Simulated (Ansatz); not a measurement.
Runs of Ansatz 0.2.0 on NaCl. It takes space group Pm-3m (No. 221, cubic). The conventional cell has a = 3.502 Å, b = 3.502 Å, c = 3.502 Å, α = 90.00°, β = 90.00°, γ = 90.00°. Cl (site symmetry m-3m) is surrounded by 8 Na at 3.03 Å. Na (site symmetry m-3m) has 8 Cl at 3.03 Å as nearest neighbours. Measurements of this composition are mostly on another form, of space group No. 225.

| task | level | cell | k mesh | smearing | q mesh | points for each segment of the path | gap on the mesh (eV) | pressure (GPa) | relaxed volume (Å³/atom) |
| --- | --- | --- | --- | --- | --- | --- | --- | --- | --- |
| single point | PBE | as given | 8 × 8 × 8 | gaussian 0.021 eV | - | - | 3.98 | 0.1 | - |
| single point | PBE | as given | 8 × 8 × 8 | gaussian 0.027 eV | - | - | 3.98 | 0.1 | - |
| single point | PBE | as given | 8 × 8 × 8 | gaussian 0.023 eV | - | - | 3.98 | 0.1 | - |
| single point | PBE | as given | 8 × 8 × 8 | gaussian 0.028 eV | - | - | 3.98 | 0.1 | - |
| single point | PBE | as given | 8 × 8 × 8 | gaussian 0.025 eV | - | - | 3.98 | 0.1 | - |
| single point | PBE | as given | 8 × 8 × 8 | gaussian 0.02 eV | - | - | 3.98 | 0.1 | - |
| phonons | LDA | as given | 6 × 6 × 6 | fixed | 2 × 2 × 2 | 8 | (b) | - | - |
| single point | PBE | as given | 8 × 8 × 8 | gaussian 0.024 eV | - | - | 3.98 | 0.1 | - |
| relaxation of cell and atoms | PBEsol+D3(BJ) | relaxed | 8 × 8 × 8 | fermi-dirac 0.05 eV | - | - | 4.21 | 0.0 | 19.29 |
| relaxation of cell and atoms | PBEsol+D4 | relaxed | 8 × 8 × 8 | fermi-dirac 0.05 eV | - | - | (a) | 0.0 | 20.12 |
| relaxation of cell and atoms | PBE+D4 | relaxed | 8 × 8 × 8 | fermi-dirac 0.05 eV | - | - | 4.07 | 0.0 | (c) |
| relaxation of cell and atoms | RPBE+D4 | relaxed | 8 × 8 × 8 | fermi-dirac 0.05 eV | - | - | 4.24 | 0.0 | 21.65 |

Alike in all rows: potentials or basis Ansatz PAW; no spin polarisation; cutoff (eV) 420.

Q: Fill in the values left out.

A: (a) 4.06; (b) 3.60; (c) 20.93.

Caveats: the PAW data sets come from PBE, with cores solved anew for the run's functional, which leaves a small shift of forces and pressure (some runs); the plane-wave basis is chosen anew once the cell has moved, so the energies of steps on either side of that aren't comparable (some runs); some modes are imaginary (some runs).

A k mesh can miss the band edges.
